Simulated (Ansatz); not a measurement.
# Al3Cu2: the cost of one run

Method: DFT r2SCAN, scalar-relativistic, plane waves, PAW, in Ansatz 0.2.0.

1 further run of the same task is left out (set aside as unsound or not needed).

### Step 1. The starting structure

It takes space group P-3m1 (No. 164, trigonal). The conventional cell has a = 4.102 Å, b = 4.102 Å, c = 4.990 Å, α = 90.00°, β = 90.00°, γ = 120.00°. Around Al (site symmetry -3m) lie 6 Cu at 2.50 Å. Around Al (site symmetry 3m) lie 5 Cu at 2.45 to 2.55 Å and 3 Al at 2.80 Å. Cu (site symmetry 3m) has 8 Al at 2.45 to 2.55 Å as nearest neighbours.

Structure file:

```
CELL_PARAMETERS angstrom
4.10181 0.00000 0.00000
-2.05091 3.55227 0.00000
0.00000 0.00000 4.98986
ATOMIC_POSITIONS crystal
Al 0.00000 0.00000 0.00000
Al 0.33333 0.66667 0.35017
Al 0.66667 0.33333 0.64983
Cu 0.33333 0.66667 0.84017
Cu 0.66667 0.33333 0.15983
```

It goes back to an entry of the Materials Project, which need not be the stable form.

It is the result of an earlier relaxation at this level (volume 14.54 Å³/atom; gap on the mesh: none (metal)).

### Step 2. Electronic structure at the relaxed geometry

input.yaml

```yaml
crystal:
  lattice:
    - [4.1018117831, 0.0, 0.0]
    - [-2.0509058916, 3.5522732057, 0.0]
    - [0.0, 0.0, 4.9898613934]
  atoms:
    - { symbol: Al, position: [0.0, 0.0, 0.0] }
    - { symbol: Al, position: [0.3333333333, 0.6666666667, 0.3501725384] }
    - { symbol: Al, position: [0.6666666667, 0.3333333333, 0.6498274616] }
    - { symbol: Cu, position: [0.3333333333, 0.6666666667, 0.8401683188] }
    - { symbol: Cu, position: [0.6666666667, 0.3333333333, 0.1598316812] }
basis:
  ecutwfc: 500
kpoints:
  mp_grid: { grid: [12, 12, 8] }
  band_path:
    path:
      - [[0.0, 0.0, 0.0], [0.5, 0.0, 0.0], [0.33333333, 0.33333333, 0.0], [0.0, 0.0, 0.0], [0.0, 0.0, 0.5], [0.5, 0.0, 0.5], [0.33333333, 0.33333333, 0.5], [0.0, 0.0, 0.5]]
      - [[0.5, 0.0, 0.5], [0.5, 0.0, 0.0]]
      - [[0.33333333, 0.33333333, 0.5], [0.33333333, 0.33333333, 0.0]]
    npoints: 14
hamiltonian:
  xc: r2scan
scf:
  occupations: { method: gaussian, width: 0.1 }
  n_extra_bands: 12
output:
  forces: true
  stress: true
  eigenvalues: true
  populations: true
  dos: { projected: true, de: 0.02, nscf_kmesh: { grid: [18, 18, 12] } }
  bader: true
  write_density: true
  write_potential: true
  elf: true
  volumetric_format: npy
```

Run with:

```console
$ ansatz run input.yaml --threads 1 --pin off --max-ram 2560MiB --backend cpu --events-out ev --progress --plain --runs-dir out
```

Q: Estimate wall time and peak memory on 1 thread of AMD EPYC 9R45 (Zen 5), shared host.

About 75 s, with a peak of 1.1 GiB.
